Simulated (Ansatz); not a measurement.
# CaO (Fm-3m), trigonal deformation path

Level of theory: Ansatz 0.2.0, DFT PBE, scalar-relativistic, plane waves, PAW. The runs took a 420 eV cutoff, a Γ-centred 10×10×10 mesh and Gaussian smearing (0.05 eV). No spin polarisation. Energies are free energies at this smearing, counted from the undisturbed cell; pressure is positive in compression.

The undisturbed cell (as given, not relaxed at this level; it stands at -4.0 GPa):

```yaml
crystal:
  lattice:
    - [0.00000, 2.44900, 2.44900]
    - [2.44900, 0.00000, 2.44900]
    - [2.44900, 2.44900, 0.00000]
  atoms:
    - { symbol: Ca, position: [0.00000, 0.00000, 0.00000] }
    - { symbol: O, position: [0.50000, 0.50000, 0.50000] }
```

At fixed volume and fractional coordinates, lengths along (0.577, 0.577, 0.577) are scaled against those across it; ρ is that ratio over its starting value. At ρ = 0.500 the cell becomes cubic (Pm-3m), and there the slope of the energy vanishes by symmetry.

| ρ | ΔE (meV/atom) |
| --- | --- |
| 0.500 | 568.8 |
| 0.600 | 498.3 |
| 0.710 | 320.7 |
| 0.850 | 97.6 |
| 0.930 | 22.0 |
| 1.000 | 0.0 |
| 1.080 | 29.3 |
| 1.200 | 182.1 |
| 1.410 | 734.3 |
| 1.700 | 1903.4 |
| 2.000 | 3035.3 |

Question: Predict the gap on the mesh (eV) at each point.

Answer:
```csv
ρ,gap on the mesh (eV)
0.500,2.77
0.600,3.16
0.710,3.05
0.850,3.25
0.930,3.48
1.000,3.66
1.080,3.51
1.200,3.04
1.410,1.09
1.700,0.00
2.000,0.00
```
Where the gap reads zero the k-mesh, chosen for the insulator, is on the coarse side.